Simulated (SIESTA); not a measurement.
Crystal: CdO (Monteponite).

```
Cd O
1.0
     0.00000    2.34950    2.34950
     2.34950    0.00000    2.34950
     2.34950    2.34950    0.00000
Cd O
1 1
Cartesian
  0.0000 0.0000 0.0000
  2.3495 2.3495 2.3495
```

| Quantity | Value |
| --- | --- |
| Program | SIESTA 5.4.2 |
| Task | single point |
| Functional | PBE |
| Potentials or basis | PseudoDojo 0.4 standard (PBE files) |
| Basis | DZP (energy shift 0.002 Ry) |
| Grid cutoff | 800 Ry |
| Energy shift | 0.002 Ry |
| k mesh | 10 × 10 × 10 |
| Occupations | fermi-dirac, width 0.05 eV |
| Spin | no spin polarisation |

On this cell: pressure 7.0 GPa; largest force zero by symmetry; band gap on the k mesh none (metal or under the smearing width).

The same run follows on a disturbed copy (atoms moved at random, drawn with an rms of 0.05 Å):

```
CELL_PARAMETERS angstrom
0.00000 2.34950 2.34950
2.34950 0.00000 2.34950
2.34950 2.34950 0.00000
ATOMIC_POSITIONS crystal
Cd 0.00446 0.99046 0.99858
O 0.49245 0.49773 0.50237
```

Problem. What changes?

Solution. The energy (extrapolated to zero smearing) moves by +1.3 meV/atom; pressure 7.1 GPa; largest force 0.149 eV/Å; band gap on the k mesh none (metal or under the smearing width).

Forces on the atoms (eV/Å):
```
Cd   0.112 -0.083 -0.046
O   -0.113  0.085  0.047
```

Stress tensor (GPa, compression positive):
```
 7.15  0.03  0.01
 0.03  7.04 -0.01
 0.01 -0.01  7.01
```

Caveats: semicore shells carry a single zeta, which can move pressures by several GPa and volumes by a few percent; the basis of atomic orbitals isn't converged, which shifts pressures, moduli and gaps.
